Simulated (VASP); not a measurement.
Wanted: the native input for a VASP 6.6.1 run.

```
Task                   : band structure
Functional             : LDA
Potentials or basis    : VASP PAW LDA potentials, release 64 (In_d, Sb)
Cutoff                 : 520 eV
k mesh                 : 10 × 10 × 10
Occupations            : gaussian, width 0.03 eV
Spin                   : no spin polarisation
Further INCAR settings : ALGO = Normal; EDIFF = 1e-07; NBANDS = 16
```

The structure of InSb lies in POSCAR:

```
InSb                                    
1.0
    0.0000000000      3.2603245817      3.2603245817
    3.2603245817      0.0000000000      3.2603245817
    3.2603245817      3.2603245817      0.0000000000
  In              Sb            
     1     1
Direct
     0.0000000000000000    0.0000000000000000    0.0000000000000000
     0.2500000000000000    0.2500000000000000    0.2500000000000000
```

These files were run (other wordings do the same):

INCAR

```
PREC = Accurate
ENCUT = 520
EDIFF = 1E-7
ISMEAR = 0
SIGMA = 0.03
LREAL = F
LASPH = T
NELM = 80
ALGO = Normal
ISIF = 2
LWAVE = F
LCHARG = F
GGA = CA
NBANDS = 16
```

KPOINTS

```
regular mesh
0
Gamma
  10 10 10
```

KPOINTS_OPT

```
explicit points
252
Reciprocal
 0.0000000000  0.0000000000  0.0000000000 1
 0.0357142857  0.0000000000  0.0357142857 1
 0.0714285714  0.0000000000  0.0714285714 1
 0.1071428571  0.0000000000  0.1071428571 1
 0.1428571429  0.0000000000  0.1428571429 1
 0.1785714286  0.0000000000  0.1785714286 1
[... 244 lines left out ...]
 0.5127584400  0.0255168800  0.5127584400 1
 0.4872415600 -0.0255168800  0.4872415600 1
```

Potentials or basis: VASP PAW LDA potentials, release 64 (In_d, Sb).

Run with:

```bash
$ cat potpaw_LDA.64/In_d/POTCAR potpaw_LDA.64/Sb/POTCAR > POTCAR
$ mpirun -np 1 vasp_std > vasp.out
```

It gave:

```json
{"Pressure": "-1.3 GPa", "Band gap along the path": "none (metal or under the smearing width)"}
```

Caveat: spin-orbit coupling is left out, which moves the levels of the heavy elements; this crystal is a semiconductor, whose small gap the functional closes, so the metal is an error of the method.

Wall time 89 s on 1 thread of Intel(R) Xeon(R) 6975P-C (Granite Rapids) (shared host), peak memory 0.23 GiB.
